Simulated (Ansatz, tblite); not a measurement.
## A script for AgCl (GFN1-xTB)

These are simulated results from tblite 0.8.0, not measurements. The cell was built from a prototype and was relaxed with r2SCAN in plane waves (Ansatz 0.2.0). Not every such cell is a known phase. All runs are without spin polarisation.

Space group P6_3/mmc (No. 194), hexagonal; a = 4.520 Å, c = 5.722 Å in the conventional setting, 25.31 Å³ an atom. Ag has 5 Cl at 2.61–2.86 Å; Cl has 5 Ag at 2.61–2.86 Å.

tblite solves periodic systems at the zone centre alone, so the script builds a cluster of 3×3×2 conventional cells (72 atoms), which folds in a coarse mesh of k points.

The script, run.py:

```python
import json
from ase import Atoms
from ase.build import make_supercell
from ase.units import Bohr, GPa, Hartree
from tblite.interface import Calculator

atoms = Atoms(['Ag', 'Ag', 'Cl', 'Cl'],
              cell=[[4.519741, -0.0, -0.0], [-2.25987, 3.91421, 0.0], [-0.0, 0.0, 5.722496]],
              scaled_positions=[[0.333333, 0.666667, -0.06222], [0.666667, 0.333333, 0.43778], [0.333333, 0.666667, 0.43722], [0.666667, 0.333333, 0.93722]],
              pbc=True)
cluster = make_supercell(atoms, [[3, 0, 0], [0, 3, 0], [0, 0, 2]])
calc = Calculator('GFN1-xTB', cluster.numbers, cluster.positions / Bohr, lattice=cluster.cell[:] / Bohr, periodic=cluster.pbc)
calc.set('temperature', 0.02 / Hartree)
calc.set('max-iter', 150)
res = calc.singlepoint()
levels = res.get('orbital-energies') * Hartree
nv = round(res.get('orbital-occupations').sum() / 2)
cells = len(cluster) // len(atoms)
out = {'energy_per_cell': res.get('energy') * Hartree / cells, 'homo': levels[nv - 1], 'lumo': levels[nv],
       'stress': (-res.get('virial') * Hartree / cluster.get_volume() / GPa).tolist(), 'charges': res.get('charges')[:len(atoms)].tolist(), 'electrons': 2 * nv / cells}
json.dump(out, open('results.json', 'w'))
for key, value in out.items():
    print(key, value)
```

Command: `python run.py`. It took 3.9 s on 1 thread of Arm Neoverse V1 (shared host), peak memory 0.15 GiB.

The log:

```
------------------------------------------------------------
  cycle        total energy    energy error   density error
------------------------------------------------------------
      1     -292.8614983761  -2.9240764E+02   9.2352052E-01
      2     -293.7485056643  -8.8700729E-01   5.1846870E-01
      3     -293.8547702397  -1.0626458E-01   1.0882700E-01
      4     -293.8798196420  -2.5049402E-02   2.1932484E-02
      5     -293.8819475719  -2.1279299E-03   2.6274940E-03
      6     -293.8819536108  -6.0388400E-06   1.0694612E-03
      7     -293.8819621882  -8.5773702E-06   3.0119445E-05
      8     -293.8819621771   1.1024838E-08   4.7514090E-05
      9     -293.8819621883  -1.1182124E-08   5.3788937E-07
------------------------------------------------------------

 total:                                   3.018 sec
energy_per_cell -444.2741954835902
homo -8.762613320402375
lumo -6.264522076399813
stress [[1.357508661377278, -0.00013941036275890846, 8.29886330694183e-07], [-0.0001394103627589025, 1.3573600268356067, -4.791353572262902e-07], [8.298863306819774e-07, -4.791353572269943e-07, 0.8707111533687558]]
charges [0.23455034869644076, 0.23455035066577, -0.23455173122905829, -0.23454711771856063]
electrons 36.0
```

The cycle table is in hartree for the whole cluster, and the lines after it are in eV (the energy for one cell). The printed stress is in GPa and positive in compression, and the pressure is its mean diagonal.

GFN1-xTB gives a gap of 2.50 eV. On the same cell, plane-wave PBE (Ansatz, 6×6×4 k points and the special points) gives a gap of 1.36 eV and r2SCAN a gap of 1.81 eV; on shared hosts these took about 8 and 19 core-seconds on the 4-atom cell, against 3.9 for the script. Semilocal gaps usually lie below measured ones. xTB was fitted to molecules, so gaps, charges and pressures of solids can be far off, and the gap also depends on the size of the cluster.

The same script was run on cells scaled at fixed shape and fractional coordinates:

| volume (Å³/atom) | energy (meV/atom) | pressure (GPa, positive in compression) | gap (eV) |
| --- | --- | --- | --- |
| 22.27 | 100.5 | 10.50 | 2.45 |
| 23.79 | 28.4 | 5.03 | 2.48 |
| 25.31 | 0.0 | 1.20 | 2.50 |
| 26.83 | 2.2 | -1.51 | 2.51 |
| 28.35 | 26.0 | -3.41 | 2.53 |

A Birch-Murnaghan fit puts the minimum at 25.92 Å³/atom, 2.4 % above the given cell, with a bulk modulus of 47.5 GPa at fixed shape.

xTB was fitted mostly to molecules, and a small cluster samples few k points, so gaps, pressures and kinks along a curve can be far from a solid's.

Spin-orbit coupling is left out.
